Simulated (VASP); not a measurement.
# InP (F-43m) in VASP: further runs

One crystal, InP, is run at these levels: PBE+D3(BJ), PBE; tasks: relaxation of cell and atoms, relaxation of the atoms.

Everything below comes from runs of VASP 6.6.1. Logs are shortened: lines on timing, memory, paths and dates and some standing lists are left out, and cuts for length are marked.

### 1 The structure

Symmetry: F-43m, No. 216, cubic system. Conventional cell: a = 5.861 Å, b = 5.861 Å, c = 5.861 Å, α = 90.00°, β = 90.00°, γ = 90.00°. In (site symmetry -43m) is surrounded by 4 P at 2.54 Å. Around P (site symmetry -43m) lie 4 In at 2.54 Å.

### 2 Relaxation of cell and atoms, PBE+D3(BJ)

INCAR reads:

```
ALGO = Normal ; EDIFF = 1E-6
EDIFFG = -0.01 ; ENCUT = 600
GGA = PE ; IBRION = 2
ISIF = 3 ; ISMEAR = 0
IVDW = 12 ; LASPH = T
LCHARG = F ; LREAL = F
LWAVE = F ; NELM = 80
NSW = 90 ; PREC = Accurate
SIGMA = 0.03
```

KPOINTS reads:

```
k-points
0
Gamma
  8 8 8
```

POSCAR reads:

```
InP
1.0
    0.0000000000      2.9305000000      2.9305000000
    2.9305000000      0.0000000000      2.9305000000
    2.9305000000      2.9305000000      0.0000000000
In P
1 1
Direct
    0.0000000000      0.0000000000      0.0000000000
    0.2500000000      0.2500000000      0.2500000000
```

Potentials or basis: VASP PAW PBE potentials, release 64 (In_d, P).

The run is started by

```console
$ cat potpaw_PBE.64/In_d/POTCAR potpaw_PBE.64/P/POTCAR > POTCAR
$ mpirun -np 1 vasp_std > vasp.out
```

OUTCAR:

```text
EDIFF = 1E-6
   EDIFFG = -0.01
   ENCUT = 600
   GGA = PE
   IBRION = 2
   ISIF = 3
   ISMEAR = 0
   IVDW = 12
   LASPH = T
   LREAL = F
   NELM = 80
   NSW = 90
   PREC = Accurate
 IVDW          = 12

 ion  position               nearest neighbor table
   1  0.000  0.000  0.000-   2 2.54   2 2.54   2 2.54   2 2.54
   2  0.250  0.250  0.250-   1 2.54   1 2.54   1 2.54   1 2.54

  LATTYP: Found a face centered cubic cell.
 ALAT       =     5.8610000000

  Lattice vectors:

 A1 = (   0.0000000000,   2.9305000000,   2.9305000000)
 A2 = (   2.9305000000,   0.0000000000,   2.9305000000)
 A3 = (   2.9305000000,   2.9305000000,   0.0000000000)

Analysis of symmetry for initial positions (statically):
=====================================================================
 Subroutine PRICEL returns:
 Original cell was already a primitive cell.

 Routine SETGRP: Setting up the symmetry group for a
 face centered cubic supercell.

 Subroutine GETGRP returns: Found 24 space group operations
 (whereof 24 operations were pure point group operations)
 out of a pool of 48 trial point group operations.

The static configuration has the point symmetry T_d .

Analysis of symmetry for dynamics (positions and initial velocities):
=====================================================================
 Subroutine PRICEL returns:
 Original cell was already a primitive cell.

 Routine SETGRP: Setting up the symmetry group for a
 face centered cubic supercell.

 Subroutine GETGRP returns: Found 24 space group operations
 (whereof 24 operations were pure point group operations)
 out of a pool of 48 trial point group operations.

The dynamic configuration has the point symmetry T_d .

 Subroutine INISYM returns: Found 24 space group operations
 (whereof 24 operations are pure point group operations),
 and found     1 'primitive' translations

----------------------------------------------------------------------------------------

                                     Primitive cell

  volume of cell :      50.3333

  direct lattice vectors                    reciprocal lattice vectors
     0.000000000  2.930500000  2.930500000    -0.170619348  0.170619348  0.170619348
     2.930500000  0.000000000  2.930500000     0.170619348 -0.170619348  0.170619348
     2.930500000  2.930500000  0.000000000     0.170619348  0.170619348 -0.170619348

  length of vectors
     4.144352845  4.144352845  4.144352845     0.295521380  0.295521380  0.295521380

  position of ions in fractional coordinates (direct lattice)
     0.000000000  0.000000000  0.000000000
     0.250000000  0.250000000  0.250000000

  ion indices of the primitive-cell ions
   primitive index   ion index
                 1           1
                 2           2

----------------------------------------------------------------------------------------

 KPOINTS: k-points

Automatic generation of k-mesh.
 Grid dimensions read from file:
 generate k-points for:    8    8    8

 Generating k-lattice:

  Cartesian coordinates                     Fractional coordinates (reciprocal lattice)
    -0.021327419  0.021327419  0.021327419     0.125000000  0.000000000  0.000000000
     0.021327419 -0.021327419  0.021327419     0.000000000  0.125000000  0.000000000
     0.021327419  0.021327419 -0.021327419     0.000000000  0.000000000  0.125000000

  Length of vectors
     0.036940172  0.036940172  0.036940172

  Shift w.r.t. Gamma in fractional coordinates (k-lattice)
     0.000000000  0.000000000  0.000000000

 Subroutine IBZKPT returns following result:
 ===========================================

 Found     29 irreducible k-points:

 Following reciprocal coordinates:
            Coordinates               Weight
  0.000000  0.000000  0.000000      1.000000
  0.125000  0.000000  0.000000      8.000000
  0.250000  0.000000  0.000000      8.000000
  0.375000  0.000000  0.000000      8.000000
  0.500000  0.000000  0.000000      4.000000
  0.125000  0.125000  0.000000      6.000000
[... 16 lines left out ...]
  0.500000  0.250000  0.125000     48.000000
 -0.375000  0.250000  0.125000     24.000000
 [... further k-points ...]
   k-points           NKPTS =     29   k-points in BZ     NKDIM =     29   number of bands    NBANDS=     13
   number of dos      NEDOS =    301   number of ions     NIONS =      2
   total plane-waves  NPLWV =  46656
   dimension x,y,z NGX =    36 NGY =   36 NGZ =   36
   dimension x,y,z NGXF=    72 NGYF=   72 NGZF=   72
   ions per type =               1   1
   NGX,Y,Z   is equivalent  to a cutoff of  14.44, 14.44, 14.44 a.u.
   NGXF,Y,Z  is equivalent  to a cutoff of  28.88, 28.88, 28.88 a.u.
 SYSTEM =  unknown system
   PREC   = accura    normal or accurate (medium, high low for compatibility)
   ISTART =      0    job   : 0-new  1-cont  2-samecut
   ICHARG =      2    charge: 1-file 2-atom 10-const
   ISPIN  =      1    spin polarized calculation?
   LNONCOLLINEAR =      F non collinear calculations
   LSORBIT =      F    spin-orbit coupling
   LASPH  =      T    aspherical Exc in radial PAW
   ENCUT  =  600.0 eV  44.10 Ry    6.64 a.u.   8.28  8.28  8.28*2*pi/ulx,y,z
   NELM   =     80;   NELMIN=  2; NELMDL= -5     # of ELM steps
   EDIFF  = 0.1E-05   stopping-criterion for ELM
   LREAL  =      F    real-space projection
   EDIFFG = -.1E-01   stopping-criterion for IOM
   NSW    =     90    number of steps for IOM
   IBRION =      2    ionic relax: 0-MD 1-quasi-New 2-CG
   NFREE  =      1    steps in history (QN), initial steepest desc. (CG)
   ISIF   =      3    stress and relaxation
   ISYM   =      2    0-nonsym 1-usesym 2-fastsym
   POTIM  = 0.5000    time-step for ionic-motion
   TEBEG  =    0.0;   TEEND  =   0.0 temperature during run
   PSTRESS=    0.0 pullay stress
   NELECT =      18.0000    total number of electrons
   NUPDOWN=      -1.0000    fix difference up-down
   EMIN   =  10.00;   EMAX   =-10.00  energy-range for DOS
   EFERMI =   0.00;   METHOD = LEGACY
   ISMEAR =     0;   SIGMA  =   0.03  broadening in eV -4-tet -1-fermi 0-gaus
   EFERMI_NEDOS =   21; number of points for ismear=-14 and -15
   IALGO  =     38    algorithm
   IMIX   =      4    mixing-type and parameters
     AMIX     =   0.40;   BMIX     =  1.00
     AMIX_MAG =   1.60;   BMIX_MAG =  1.00
  volume/ion in A,a.u.               =      25.17       169.83
  Fermi-wavevector in a.u.,A,eV,Ry     =   1.162021  2.195901 18.371846  1.350293
  Thomas-Fermi vector in A             =   2.298587
   LORBIT       =      0    0 simple, 1 ext, 2 COOP (PROOUT), +10 PAW based schemes
   GGA     = PE    functional components
   LHFCALC =     F    Hartree Fock is set to
   AEXX    =    0.0000 exact exchange contribution
   IVDW    =    12    specifies the selected vdW correction
   LEPSILON=     F    determine dielectric tensor
   LRPA    =     F    only Hartree local field effects (RPA)
 conjugate gradient relaxation of ions
 non-spin polarized calculation
 Gauss-broadening in eV      SIGMA  =   0.03
  energy-cutoff  :      600.00
  volume of cell :       50.33
 maximum number of plane-waves:      1700
 NGX is ok and might be reduce to    36
   NGX = 17   NGY = 17   NGZ = 17

--------------------------------------- Ionic step        1  -------------------------------------------

 number of electron      17.9999998 magnetization

 Free energy of the ion-electron system (eV)
  ---------------------------------------------------
  ext. energy  EPLUGINS =         0.00000000
  ---------------------------------------------------
  free energy    TOTEN  =        -8.38087440 eV

  energy without entropy =       -8.38087440  energy(sigma->0) =       -8.38087440

------------------------ aborting loop because EDIFF is reached ----------------------------------------

 Edisp (eV)   -0.62732

 E8    (eV) :    -0.2789

  FORCE on cell =-STRESS in cart. coord.  units (eV):
  Direction    XX          YY          ZZ          XY          YZ          ZX
  --------------------------------------------------------------------------------------
  -------------------------------------------------------------------------------------
  Total       0.34082     0.34082     0.34082    -0.00000     0.00000     0.00000
  in kB      10.84864    10.84864    10.84864    -0.00000     0.00000     0.00000
  external pressure =       10.85 kB  Pullay stress =        0.00 kB
[... 61 lines left out ...]
  energy  without entropy=       -9.0102290455  energy(sigma->0) =       -9.01022905

--------------------------------------- Ionic step        3  -------------------------------------------

 number of electron      17.9999998 magnetization

 Free energy of the ion-electron system (eV)
  ---------------------------------------------------
  ext. energy  EPLUGINS =         0.00000000
  ---------------------------------------------------
  free energy    TOTEN  =        -8.39481081 eV

  energy without entropy =       -8.39481081  energy(sigma->0) =       -8.39481081

 E-fermi :   5.1355     XC(G=0):  -9.2108

 val. band max:        5.0134030231   @ k =   0.0000   0.0000   0.0000
 cond. band min:       5.6369046596   @ k =   0.0000   0.0000   0.0000
 fundamental gap:      0.6235016365
 Fermi energy:         5.1354582448

 k-point     1 :       0.0000    0.0000    0.0000
  band No.  band energies     occupation
      1      -9.1415      2.00000
      2      -9.1415      2.00000
      3      -9.1415      2.00000
      4      -8.9975      2.00000
      5      -8.9975      2.00000
      6      -6.3939      2.00000
      7       5.0134      2.00000
      8       5.0134      2.00000
      9       5.0134      2.00000
     10       5.6369      0.00000
     11       9.1054      0.00000
     12       9.1054      0.00000
     13       9.1054      0.00000
[... 353 lines left out ...]
 k-point    24 :      -0.3750    0.2500    0.1250
  band No.  band energies     occupation
      1      -9.2666      2.00000
      2      -9.0955      2.00000
      3      -9.0767      2.00000
      4      -9.0024      2.00000
      5      -8.9851      2.00000
      6      -4.4143      2.00000
      7      -0.4546      2.00000
      8       2.3776      2.00000
      9       3.4222      2.00000
     10       8.1377      0.00000
     11       9.2057      0.00000
     12      10.8593      0.00000
     13      12.1956      0.00000

 [... further k-points ...]

------------------------ aborting loop because EDIFF is reached ----------------------------------------

 Edisp (eV)   -0.61615

 E8    (eV) :    -0.2739

  FORCE on cell =-STRESS in cart. coord.  units (eV):
  Direction    XX          YY          ZZ          XY          YZ          ZX
  --------------------------------------------------------------------------------------
  -------------------------------------------------------------------------------------
  Total       0.00283     0.00283     0.00283    -0.00000     0.00000     0.00000
  in kB       0.08865     0.08865     0.08865    -0.00000     0.00000     0.00000
  external pressure =        0.09 kB  Pullay stress =        0.00 kB
[... 17 lines left out ...]
  FREE ENERGIE OF THE ION-ELECTRON SYSTEM (eV)
  ---------------------------------------------------
  free  energy   TOTEN  =        -9.0109597958 eV

  energy  without entropy=       -9.0109597958  energy(sigma->0) =       -9.01095980

 reached required accuracy - stopping structural energy minimisation
```

Wall time 23 s (1 thread of Intel Xeon 6975P-C (Granite Rapids), shared host); peak memory 0.22 GiB.

Results:

```yaml
Free_energy: -9.0110 eV
Relaxed_volume: 25.58 Å³/atom
Relaxed_cell: a = 4.167 Å, b = 4.167 Å, c = 4.167 Å, α = 60.00°, β = 60.00°, γ = 60.00°
Space_group_after_relaxing_to_0.05_Å: F-43m (No. 216)
Energy_gained_by_relaxing: 1.4 meV/atom
Ionic_steps: 3
Pressure_after_relaxing: 0.0 GPa
Band_gap_on_the_k_mesh: 0.62 eV, direct
Dispersion_energy_per_atom: -0.308 eV
```

The path:
```tsv
step	energy change (eV)	largest force (eV/Å)	pressure (GPa)	volume (Å³)
1	0.0000	0.0000	1.08	50.33
2	-0.0020	0.0000	-0.54	51.58
3	-0.0028	0.0000	0.01	51.16
```

Final structure:
```
CELL_PARAMETERS angstrom
0.00000 2.94638 2.94638
2.94638 0.00000 2.94638
2.94638 2.94638 0.00000
ATOMIC_POSITIONS crystal
In 0.00000 0.00000 0.00000
P 0.25000 0.25000 0.25000
```

Caveat: spin-orbit coupling is left out, which moves the levels of the heavy elements. Expect the measured gap to be larger: semilocal functionals such as PBE lack the derivative discontinuity.

### 3 Relaxation of cell and atoms, PBE+D3(BJ)

This run uses another cell than the first one, of 25.58 Å³/atom, 1.016 times its volume.

Edit INCAR of step 2 so:

```diff
@@ -1,3 +1,3 @@
-ALGO = Normal ; EDIFF = 1E-6
-EDIFFG = -0.01 ; ENCUT = 600
+ALGO = Normal ; EDIFF = 1E-7
+EDIFFG = -0.005 ; ENCUT = 600
 GGA = PE ; IBRION = 2
```

KPOINTS is that of step 2.

POSCAR reads:

```
InP                                     
1.0
   -0.0000000000      2.9463792092      2.9463792092
    2.9463792092      0.0000000000      2.9463792092
    2.9463792092      2.9463792092      0.0000000000
  In              P             
     1     1
Direct
     0.0000000000000000    0.0000000000000000    0.0000000000000000
     0.2500000000000000    0.2500000000000000    0.2500000000000000
```

Potentials or basis: VASP PAW PBE potentials, release 64 (In_d, P).

The run is started by

```console
$ cat potpaw_PBE.64/In_d/POTCAR potpaw_PBE.64/P/POTCAR > POTCAR
$ mpirun -np 1 vasp_std > vasp.out
```

OUTCAR:

```text
EDIFF = 1E-7
   EDIFFG = -0.005
   ENCUT = 600
   GGA = PE
   IBRION = 2
   ISIF = 3
   ISMEAR = 0
   IVDW = 12
   LASPH = T
   LREAL = F
   NELM = 80
   NSW = 90
   PREC = Accurate
 IVDW          = 12

 ion  position               nearest neighbor table
   1  0.000  0.000  0.000-   2 2.55   2 2.55   2 2.55   2 2.55
   2  0.250  0.250  0.250-   1 2.55   1 2.55   1 2.55   1 2.55

  LATTYP: Found a face centered cubic cell.
 ALAT       =     5.8927584184

  Lattice vectors:

 A1 = (   0.0000000000,   2.9463792092,   2.9463792092)
 A2 = (   2.9463792092,   0.0000000000,   2.9463792092)
 A3 = (   2.9463792092,   2.9463792092,   0.0000000000)

Analysis of symmetry for initial positions (statically):
=====================================================================
 Subroutine PRICEL returns:
 Original cell was already a primitive cell.

 Routine SETGRP: Setting up the symmetry group for a
 face centered cubic supercell.

 Subroutine GETGRP returns: Found 24 space group operations
 (whereof 24 operations were pure point group operations)
 out of a pool of 48 trial point group operations.

[... 180 lines left out ...]
      7       5.0135      2.00000
      8       5.0135      2.00000
      9       5.0135      2.00000
     10       5.6369      0.00000
     11       9.1054      0.00000
     12       9.1054      0.00000
     13       9.1054      0.00000
[... 354 lines left out ...]
  band No.  band energies     occupation
      1      -9.2666      2.00000
      2      -9.0954      2.00000
      3      -9.0766      2.00000
      4      -9.0023      2.00000
      5      -8.9850      2.00000
      6      -4.4142      2.00000
      7      -0.4546      2.00000
      8       2.3776      2.00000
      9       3.4223      2.00000
     10       8.1378      0.00000
     11       9.2057      0.00000
     12      10.8593      0.00000
     13      12.1956      0.00000

 [... further k-points ...]

------------------------ aborting loop because EDIFF is reached ----------------------------------------

 Edisp (eV)   -0.61615

 E8    (eV) :    -0.2739

  FORCE on cell =-STRESS in cart. coord.  units (eV):
  Direction    XX          YY          ZZ          XY          YZ          ZX
  --------------------------------------------------------------------------------------
  -------------------------------------------------------------------------------------
  Total       0.00120     0.00120     0.00120     0.00000     0.00000     0.00000
  in kB       0.03765     0.03765     0.03765     0.00000     0.00000     0.00000
  external pressure =        0.04 kB  Pullay stress =        0.00 kB

 VOLUME and BASIS-vectors are now :
 -----------------------------------------------------------------------------
  energy-cutoff  :      600.00
  volume of cell :       51.16
      direct lattice vectors                 reciprocal lattice vectors
     0.000000000  2.946379209  2.946379209    -0.169699813  0.169699813  0.169699813
     2.946379209  0.000000000  2.946379209     0.169699813 -0.169699813  0.169699813
     2.946379209  2.946379209  0.000000000     0.169699813  0.169699813 -0.169699813

 POSITION                                       TOTAL-FORCE (eV/Angst)
 -----------------------------------------------------------------------------------
      0.00000      0.00000      0.00000        -0.000000      0.000000      0.000000
      1.47319      1.47319      1.47319         0.000000     -0.000000     -0.000000
 -----------------------------------------------------------------------------------
    total drift:                               -0.000000     -0.000000     -0.000000

  FREE ENERGIE OF THE ION-ELECTRON SYSTEM (eV)
  ---------------------------------------------------
  free  energy   TOTEN  =        -9.0110484211 eV

  energy  without entropy=       -9.0110484211  energy(sigma->0) =       -9.01104842

 reached required accuracy - stopping structural energy minimisation
```

Run time: 12 s. Hardware: 1 thread of Intel Xeon 6975P-C (Granite Rapids), shared host; peak memory 0.22 GiB.

Results:

```
Free energy                : -9.0110 eV
Pressure after relaxing    : 0.0 GPa
Band gap on the k mesh     : 0.62 eV, direct
Dispersion energy per atom : -0.308 eV
```

Final structure:
```cif
data_structure
_symmetry_space_group_name_H-M 'P 1'
_symmetry_Int_Tables_number 1
_cell_length_a 4.1668
_cell_length_b 4.1668
_cell_length_c 4.1668
_cell_angle_alpha 60.000
_cell_angle_beta 60.000
_cell_angle_gamma 60.000
_cell_volume 51.16
loop_
_atom_site_label
_atom_site_type_symbol
_atom_site_fract_x
_atom_site_fract_y
_atom_site_fract_z
_atom_site_occupancy
In1 In 0.00000 0.00000 0.00000 1
P1 P 0.25000 0.25000 0.25000 1
```

Caveat: the relaxation stopped at its first step, so nothing moved; spin-orbit coupling is left out, which moves the levels of the heavy elements.

[end of part 1 of 2]
